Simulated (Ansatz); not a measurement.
# ZnS: band gap under strain

Aim: follow the gap of ZnS built on the wurtzite prototype through these states: -0.3 % biaxial strain in x and y, free along z; +0.9 % biaxial strain in x and y, z held. The table at the end shows which levels were run.

Code: Ansatz 0.2.0. PAW datasets, plane waves. (Simulation; spin polarisation is off.)

## 1. The system as given

The unstrained cell was relaxed with r2SCAN; in each strained cell the atoms were relaxed again with r2SCAN. Names of k-points are those of the unstrained zone, where strain can split equivalent points. First state: -0.3 % biaxial strain in x and y, free along z.

The symmetry is P6_3mc (No. 186, hexagonal); a = 3.792 Å, c = 6.259 Å in the conventional setting, 19.49 Å³ an atom. Zn has 4 S at 2.33–2.34 Å; S has 4 Zn at 2.33–2.34 Å.

The structure in full:

```xyz
4
Lattice="3.7921 0.0000 0.0000 -1.8961 3.2841 0.0000 0.0000 0.0000 6.2587" Properties=species:S:1:pos:R:3 pbc="T T T"
Zn    0.0000    2.1894    0.0058
Zn    1.8961    1.0947    3.1351
S     0.0000    2.1894    2.3412
S     1.8961    1.0947    5.4706
```

## 2. -0.3 % biaxial strain in x and y, free along z: PBE

The input, input.yaml:

```yaml
crystal:
  lattice:
    - [3.792131785, 0.0, 0.0]
    - [-1.8960658925, 3.2840824603, 0.0]
    - [0.0, 0.0, 6.2587052548]
  atoms:
    - { symbol: Zn, position: [0.3333333333, 0.6666666667, 0.0009236661] }
    - { symbol: Zn, position: [0.6666666667, 0.3333333333, 0.5009236661] }
    - { symbol: S, position: [0.3333333333, 0.6666666667, 0.3740763339] }
    - { symbol: S, position: [0.6666666667, 0.3333333333, 0.8740763339] }
kpoints:
  mp_grid: { grid: [12, 12, 4] }
  band_path:
    path:
      - [0.0, 0.0, 0.0]
      - [0.5, 0.0, 0.0]
      - [0.3333333333, 0.3333333333, 0.0]
      - [0.0, 0.0, 0.5]
      - [0.5, 0.0, 0.5]
      - [0.3333333333, 0.3333333333, 0.5]
    npoints: 1
hamiltonian:
  xc: pbe
scf:
  occupations: { method: fermi_dirac, width: 0.02 }
  n_extra_bands: 5
output:
  forces: true
  stress: true
  eigenvalues: true
```

Further steps of the session: -0.3 % biaxial strain in x and y, free along z: r2SCAN; -0.3 % biaxial strain in x and y, free along z: HSE06; +0.9 % biaxial strain in x and y, z held: PBE; +0.9 % biaxial strain in x and y, z held: r2SCAN; +0.9 % biaxial strain in x and y, z held: HSE06.

Before running it: what results should come out?

**Answer**, as computed:

Least gap in eV (negative: overlap):

```
                                         state   PBE  r2SCAN  HSE06
-0.3 % biaxial strain in x and y, free along z  2.22    2.78   3.45
      +0.9 % biaxial strain in x and y, z held  2.16    2.72   3.38
```

Where both were run, the HSE06 gap lies +1.23 eV from PBE's, each on its own k points. In PBE the gap is least under +0.9 % biaxial strain in x and y, z held (2.16 eV) and largest under -0.3 % biaxial strain in x and y, free along z (2.22 eV).
